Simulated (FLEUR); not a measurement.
A run of FLEUR MaX-R8.1 (later development tree) is set up as follows.

Contents of inp.xml:

```xml
<?xml version="1.0" encoding="UTF-8" standalone="no"?>
<fleurInput fleurInputVersion="0.39">
   <comment>
      SiNi                                                                                                
   </comment>
   <calculationSetup>
      <cutoffs Kmax="5.16" Gmax="16.0" GmaxXC="16.0" numbands="0"/>
      <scfLoop itmax="60" minDistance="0.00001" maxIterBroyd="15" imix="Anderson" alpha="0.05" precondParam="0.0" spinf="2.0" sdNocoIR="T"/>
      <coreElectrons ctail="T" frcor="F" kcrel="0" coretail_lmax="0"/>
      <xcFunctional name="pbe" relativisticCorrections="F"/>
      <magnetism jspins="2"/>
      <soc l_soc="F" theta="0.0" phi="0.0" spav="F"/>
      <expertModes spex="0" secvar="F"/>
      <geometryOptimization l_f="F" forcealpha="1.0" forcemix="BFGS" epsdisp="0.00001" epsforce="0.00001"/>
      <ldaU l_linMix="F" mixParam="0.05" spinf="1.0"/>
   </calculationSetup>
   <cell>
      <bzIntegration valenceElectrons="60.0" mode="hist" fermiSmearingEnergy="0.00183747">
         <kPointListSelection listName="default-1"/>
         <!-- k-points included here -->
         <xi:include xmlns:xi="http://www.w3.org/2001/XInclude" href="kpts.xml"> </xi:include>
      </bzIntegration>
      <!-- symmetry operations included here -->
      <xi:include xmlns:xi="http://www.w3.org/2001/XInclude" href="sym.xml"> </xi:include>
      <bulkLattice scale="1.0">
         <bravaisMatrix>
            <row-1>    5.5610305949083836     0.0000000000000000     0.0000000000000000</row-1>
            <row-2>    0.0000000000000000     6.1989168701306019     0.0000000000000000</row-2>
            <row-3>    0.0000000000000000     0.0000000000000000     8.8390933387976247</row-3>
         </bravaisMatrix>
      </bulkLattice>
   </cell>
   <atomSpecies>
      <species name="Nickel (Ni1.000" element="Ni" atomicNumber="28">
         <mtSphere radius="2.15" gridPoints="717" logIncrement="0.017"/>
         <atomicCutoffs lmax="9" lnonsphr="9"/>
         <electronConfig flipSpins="F">
            <coreConfig>(1s1/2) (2s1/2) (2p1/2) (2p3/2)</coreConfig>
            <valenceConfig>(3s1/2) (3p1/2) (3p3/2) (4s1/2) (3d3/2) (3d5/2)</valenceConfig>
            <stateOccupation state="(3d3/2)" spinUp="1.6" spinDown="1.6"/>
            <stateOccupation state="(3d5/2)" spinUp="2.9" spinDown="1.9"/>
         </electronConfig>
         <energyParameters s="4" p="4" d="3" f="4"/>
         <lo type="SCLO" l="0" n="3" eDeriv="0"/>
         <lo type="SCLO" l="1" n="3" eDeriv="0"/>
         <lo type="SCLO" l="1" n="3" eDeriv="1"/>
         <lo type="SCLO" l="2" n="3" eDeriv="2"/>
         <lo type="SCLO" l="3" n="4" eDeriv="2"/>
      </species>
      <species name="Silicon (Si)" element="Si" atomicNumber="14">
         <mtSphere radius="1.9" gridPoints="635" logIncrement="0.018"/>
         <atomicCutoffs lmax="8" lnonsphr="8"/>
         <electronConfig flipSpins="F">
            <coreConfig>(1s1/2)</coreConfig>
            <valenceConfig>(2s1/2) (2p1/2) (2p3/2) (3s1/2) (3p1/2) (3p3/2)</valenceConfig>
            <stateOccupation state="(3p1/2)" spinUp="0.333333" spinDown="0.333333"/>
            <stateOccupation state="(3p3/2)" spinUp="0.666667" spinDown="0.666667"/>
         </electronConfig>
         <energyParameters s="3" p="3" d="3" f="4"/>
         <lo type="SCLO" l="0" n="2" eDeriv="0"/>
         <lo type="SCLO" l="1" n="2" eDeriv="0"/>
         <lo type="SCLO" l="2" n="3" eDeriv="2"/>
         <lo type="SCLO" l="3" n="4" eDeriv="2"/>
      </species>
   </atomSpecies>
   <atomGroups>
      <atomGroup species="Nickel (Ni1.000">
         <relPos label="                   1">1.000/4.000 1.000/4.000 .3424955900</relPos>
         <relPos label="                   2">-1.000/4.000 -1.000/4.000 -.3424955900</relPos>
         <force calculate="T" relaxXYZ="TTT"/>
      </atomGroup>
      <atomGroup species="Silicon (Si)">
         <relPos label="                   3">1.000/4.000 1.000/4.000 -.1568568400</relPos>
         <relPos label="                   4">-1.000/4.000 -1.000/4.000 .1568568400</relPos>
         <force calculate="T" relaxXYZ="TTT"/>
      </atomGroup>
   </atomGroups>
   <output dos="F" band="F" slice="F">
      <checks vchk="F" cdinf="F"/>
      <bandDOS minEnergy="-.5*Htr" maxEnergy="0.5*Htr" sigma="0.015" storeEVData="T"/>
      <vacuumDOS vacdos="F" integ="F" star="F" nstars="0" locx1="0.0" locy1="0.0" locx2="0.0" locy2="0.0" nstm="0" tworkf="0.0"/>
      <unfoldingBand unfoldBand="F" supercellX="1" supercellY="1" supercellZ="1"/>
      <plotting iplot="0" polar="F">
         <plot TwoD="T" vec1="  1.0  0.0  0.0" vec2="  0.0  1.0  0.0" vec3="  0.0  0.0  1.0" zero="  0.0  0.0  0.0" file="plot"/>
      </plotting>
      <chargeDensitySlicing numkpt="0" minEigenval="0.0" maxEigenval="0.0" nnne="0" pallst="F"/>
      <specialOutput eonly="F"/>
      <moessbauerParams electricFieldGradient="T" isomerShift="T" coreHyperfine="T" valenceHyperfine="T"/>
      <magneticCircularDichroism mcd="F" energyLo="-10.0" energyUp="0.0"/>
   </output>
  <!-- We include the file relax.xml here to enable relaxations (see documentation) -->
  <xi:include xmlns:xi="http://www.w3.org/2001/XInclude" href="relax.xml"> <xi:fallback/> </xi:include>
</fleurInput>
```

The input crystal.txt:

```
SiNi
&input cartesian=F /
2.9427706600  0.0000000000  0.0000000000
0.0000000000  3.2803255400  0.0000000000
0.0000000000  0.0000000000  4.6774467600
1.8897261246
1.0 1.0 1.0

4
28 0.5000000000  0.5000000000  0.3424955900 : 1.000
28 0.0000000000  0.0000000000  0.6575044100 : 1.000
14 0.5000000000  0.5000000000  0.8431431600
14 0.0000000000  0.0000000000  0.1568568400

&kpt div1=9 div2=8 div3=6 gamma=T /
```

Potentials or basis: all-electron, FLAPW.

Command:

```console
$ inpgen -f crystal.txt -profile fastHighL
$ # inp.xml edited to the form shown
$ fleur_MPI
```

Question: Predict the net moment.

Answer: 0.00 μB per cell.

Question: What does it give for the band gap on the k mesh?

Answer: None (metal or under the smearing width).

Core levels (eV from the Fermi level):
```csv
atom,levels
1 Ni,"1s1/2 -8203.4, 2s1/2 -974.5, 2p1/2 -849.1, 2p3/2 -831.6"
2 Ni,"1s1/2 -8203.4, 2s1/2 -974.5, 2p1/2 -849.1, 2p3/2 -831.6"
3 Si,1s1/2 -1781.1
4 Si,1s1/2 -1781.1
```
